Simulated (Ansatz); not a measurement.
WS2, a slab with vacuum:

```xyz
12
Lattice="3.1831 0.0000 0.0000 -1.5916 2.7567 0.0000 0.0000 0.0000 35.1806" Properties=species:S:1:pos:R:3 pbc="T T T"
W     0.0000    1.8378   20.8380
W     0.0000    1.8378    7.8593
W     1.5916    0.9189   27.3212
W     1.5916    0.9189   14.3425
S     0.0000    1.8378   28.8885
S     0.0000    1.8378   15.9024
S     1.5916    0.9189   22.3967
S     1.5916    0.9189    9.4193
S     0.0000    1.8378   25.7613
S     0.0000    1.8378   12.7839
S     1.5916    0.9189   19.2781
S     1.5916    0.9189    6.2921
```

Base run:

| Item | Value |
| --- | --- |
| Program | Ansatz 0.2.0 |
| Functional | r2SCAN |
| Potentials or basis | Ansatz PAW |
| Cutoff | 500 eV |
| Density cutoff | 2000 eV |
| k mesh | 10 × 10 × 1 |
| Occupations | fermi-dirac, width 0.05 eV |
| Spin | no spin polarisation |

Its results: band gap on the k mesh 1.54 eV, indirect (least direct gap 2.23 eV); largest force 0.168 eV/Å.

Question: The run is repeated on the same cell with these changes: functional from r2SCAN to PBEsol; cutoff from 500 eV to 420 eV; density cutoff from 2000 eV to 1680 eV. What comes out?

Answer: Band gap on the k mesh 1.39 eV, indirect (least direct gap 2.10 eV); largest force 0.264 eV/Å.

r2SCAN gives the wider gap, since meta-GGAs in the generalised Kohn-Sham scheme recover part of the derivative discontinuity.

Caveats: the k mesh misses the band edges, so the gap on the mesh is wider than the one along the path; spin-orbit coupling is left out, which moves the levels of the heavy elements; the PAW data sets come from PBE, with cores solved anew for the run's functional, which leaves a small shift of forces and pressure.

Not every run made on this cell is shown here.
